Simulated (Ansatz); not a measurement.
## Ionic part of the dielectric constant of BN at 12 GPa, mode by mode

Theory: DFT PBE, scalar-relativistic, plane waves, PAW (Ansatz 0.2.0). Plane waves to 420 eV; Γ-centred k mesh 12×12×12; fixed occupations. No spin polarisation. Phonons by linear response, acoustic sum rule imposed.

The structure is cubic, space group F-43m (No. 216). Conventional cell: a = 3.588 Å, b = 3.588 Å, c = 3.588 Å, α = 90.00°, β = 90.00°, γ = 90.00°. Around B (site symmetry -43m) lie 4 N at 1.55 Å. Around N (site symmetry -43m) lie 4 B at 1.55 Å.

The primitive cell has V = 11.55 Å³ and ε∞,zz = 4.584. Each polar mode adds Δε = (4.92064×10⁷/V)·S/ν² along z, with S its oscillator strength in e²/amu, ν in cm⁻¹ and V in Å³.

Question: From these modes, find each Δε and ε0,zz.
```
ν (cm⁻¹) S_zz (e²/amu)
  1065.9         0.5916
```

Answer:
```json
{"ν (cm⁻¹)": "1065.9", "Δε": "2.22"}
```

The sum is 2.219, so ε0,zz = 6.80; the run's tensor has 6.80.

Question: Where do the longitudinal modes lie for a wave vector along z?

Answer: At 1299 cm⁻¹. The Lyddane–Sachs–Teller product Π(ν_LO/ν_TO)² = 1.48 matches ε0/ε∞ = 1.48.

Cost: 1 run of about 0.22 core-minutes, on Arm Neoverse V1 (shared hosts).

The static response of compressed cubic BN is mainly electronic: the lattice adds 2.22 to an ε∞ of 4.584. All of the ionic part along z comes from one component of the triply degenerate polar mode, in which the B and N sublattices move against each other. The bond is polar enough to give this motion a sizeable dynamical charge, but the short, strongly covalent B–N bonds resist the displacement and so limit the polarisation. The light atoms raise the frequency, yet they don't themselves make the ionic term small, because the mass cancels between oscillator strength and squared frequency.

The same dynamical charge lifts the longitudinal mode to 1299 cm⁻¹, through the macroscopic field that accompanies it and that the electrons only partly screen. The Lyddane–Sachs–Teller match shows that the frequencies and dielectric constants are mutually consistent, but it is no independent test of their accuracy. With a single pressure, the results don't show whether compression strengthens or weakens the ionic contribution.
